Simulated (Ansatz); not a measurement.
G0W0 rungs for AlN (honeycomb monolayer).

The cell holds 2 atoms: 1 Al and 1 N. Cell: a = 3.126 Å, b = 3.126 Å, c = 23.200 Å, α = 90.0°, β = 90.0°, γ = 120.0°. Vacuum lies along c.

```xyz
2
Lattice="3.1265 0.0000 0.0000 -1.5632 2.7076 0.0000 0.0000 0.0000 23.2000" Properties=species:S:1:pos:R:3
Al    0.0000    1.8051   11.6000
N     1.5632    0.9025   11.6000
```

The structure was relaxed with PBE. The runs that relaxed it are not among those shown.

Runs so far (Ansatz 0.2.0, start PBE, PAW set soft_1 files, 6×6×1 mesh). Times are wall times on 4 threads of Arm Neoverse V1, shared host, good to a factor of about two.

```
bands summed  cutoff (eV)  gap on the mesh (eV)   time
          66           27                 4.962  5.3 s
         180           54                 5.081   20 s
         384           90                 5.309   91 s
```

What should the next rung give, with 703 bands and screening to 135 eV, and where is the limit?

The error falls about as one over the bands when the cutoff rises with them. A line through the two highest rungs given predicts 5.401 eV; the run gave 5.448 eV, a miss of 0.047 eV, so the law fails here: the steps don't follow it yet. The two highest rungs put the limit near 5.615 eV, the pair below near 5.511 eV; neither can be trusted until a further rung is run.

Gaps are over the mesh's points; an edge off the mesh would be missed. Limits: not at the basis limit; coarse mesh for a sheet.

[Paths, hosts, dates, memory and timing lines, banners, echoed tables and standing remarks are left out of the program output.]

[Logs are printed without paths, hosts, clocks, repeated set-up lines and the standing remarks that a program may print on its own settings, such as how far it seeks lower states.]

[Runs of the session that timed out or met a known fault of the program may be left out.]

[Cells called generated may have been cut or substituted from an entry of the Crystallography Open Database or the Materials Project.]

[Hosts, paths, dates, database ids (printed as entryN), source tags and the programs' standing remarks are cut or masked in the printed files.]
